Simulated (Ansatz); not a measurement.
Hf, simple cubic: how the functional moves the structure

All rows: Ansatz, plane waves with scalar-relativistic PAW, 420 eV (500 eV for the SCAN forms), relaxed under each functional, no dispersion correction, no zero-point motion. B₀ comes from uniform scaling at fixed shape; a dash is a value not given.

```json
{"functional": "PBE", "V (Å³/atom)": "24.83", "cell": "a = 2.917 Å", "B₀ (GPa)": "73", "magnetic state": "spin not included", "ΔE to hcp (meV/atom)": "1082"}
{"functional": "r²SCAN", "V (Å³/atom)": "24.39", "cell": "a = 2.900 Å", "B₀ (GPa)": "78", "magnetic state": "spin not included", "ΔE to hcp (meV/atom)": "1206"}
{"functional": "PBEsol", "V (Å³/atom)": "23.53", "cell": "a = 2.866 Å", "B₀ (GPa)": "80", "magnetic state": "spin not included", "ΔE to hcp (meV/atom)": "1085"}
{"functional": "LDA", "V (Å³/atom)": "22.52", "cell": "a = 2.824 Å", "B₀ (GPa)": "90", "magnetic state": "spin not included", "ΔE to hcp (meV/atom)": "1033"}
{"functional": "revPBE", "V (Å³/atom)": "25.42", "cell": "a = 2.940 Å", "B₀ (GPa)": "72", "magnetic state": "spin not included", "ΔE to hcp (meV/atom)": "1091"}
{"functional": "RPBE", "V (Å³/atom)": "25.65", "cell": "a = 2.949 Å", "B₀ (GPa)": "71", "magnetic state": "spin not included", "ΔE to hcp (meV/atom)": "1094"}
{"functional": "BLYP", "V (Å³/atom)": "25.82", "cell": "a = 2.956 Å", "B₀ (GPa)": "70", "magnetic state": "spin not included", "ΔE to hcp (meV/atom)": "898"}
```

LDA gives the smallest volume and BLYP the largest.
